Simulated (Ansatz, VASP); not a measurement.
## Ca: VASP beside Ansatz

```
Ca
1.0
     2.59515    0.00000    0.00000
     0.00000    2.59515    0.00000
     0.00000    0.00000    2.59515
Ca
1
Direct
  0.00000 0.00000 0.00000
```

Change from the starting cell: volume scaled by 0.4, norm-conserving files.

Alike in both runs: task single point; functional PBE; k mesh 12 × 12 × 12; occupations fermi-dirac, width 0.1 eV; no spin polarisation.

```csv
,VASP,Ansatz
version,VASP 6.6.1,Ansatz 0.2.0
potentials or method,"VASP PAW PBE potentials, release 64 (Ca_sv)","norm-conserving pseudopotentials, scalar-relativistic"
plane-wave cutoff (eV),520,925
valence electrons in the cell,10,10
```

|  | VASP | Ansatz | Ansatz less VASP |
| --- | --- | --- | --- |
| pressure (GPa) | 46.4 | 45.4 | -0.99 |

The functional is the same, so the differences come from potentials, cutoffs and numerics.

Caveats: so large a pressure means that the cell lies far from this level's equilibrium, or that cutoff or potentials fall short (VASP).
